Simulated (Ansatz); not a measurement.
```yaml
crystal:
  periodic: [true, true, true]
  atoms:
    - {symbol: C, position_ang: [-0.777757, 1.122819, 0.548302]}
    - {symbol: C, position_ang: [0.347167, 0.112435, 0.479062]}
    - {symbol: C, position_ang: [0.240841, -0.804560, -0.704414]}
    - {symbol: O, position_ang: [-0.621543, -0.782206, -1.539348]}
    - {symbol: O, position_ang: [1.252829, -1.691841, -0.736429]}
    - {symbol: H, position_ang: [-1.746567, 0.626146, 0.615257]}
    - {symbol: H, position_ang: [-0.795171, 1.751000, -0.343224]}
    - {symbol: H, position_ang: [-0.659158, 1.766497, 1.421503]}
    - {symbol: H, position_ang: [1.326798, 0.598260, 0.426397]}
    - {symbol: H, position_ang: [0.384759, -0.515874, 1.374745]}
    - {symbol: H, position_ang: [1.113102, -2.239778, -1.521250]}
basis:
  gaussian: {orbitals: def2-TZVPP, point_charges: [{charge: 0.50, position_ang: [5.737, -0.504, -0.010]}]}
hamiltonian: {xc: {name: SVWN5}}
output: {forces: true}
```

```sh
$ ansatz run in.yaml --threads 4 --pin off --events-out ev --progress --plain --max-ram 10444MiB
```

Q: How does Ansatz answer? (Estimate.)

A: Ansatz gave: The input was rejected before any iteration.
```
Error: YAML parse error: error: line 2 column 3: crystal: missing field `lattice` (a structure is typed as `lattice` and `atoms`, a molecule's as `atoms` in Å alone, or read from a run's directory, `checkpoint`)
 --> <input>:2:3
  |
1 | crystal:
2 |   periodic: [true, true, true]
  |   ^ crystal: missing field `lattice` (a structure is typed as `lattice` and `atoms`, a molecule's as `atoms` in Å alone, or read from a run's directory, `checkpoint`)
3 |   atoms:
4 |     - {symbol: C, position_ang: [-0.777757, 1.122819, 0.548302]}
  |
```
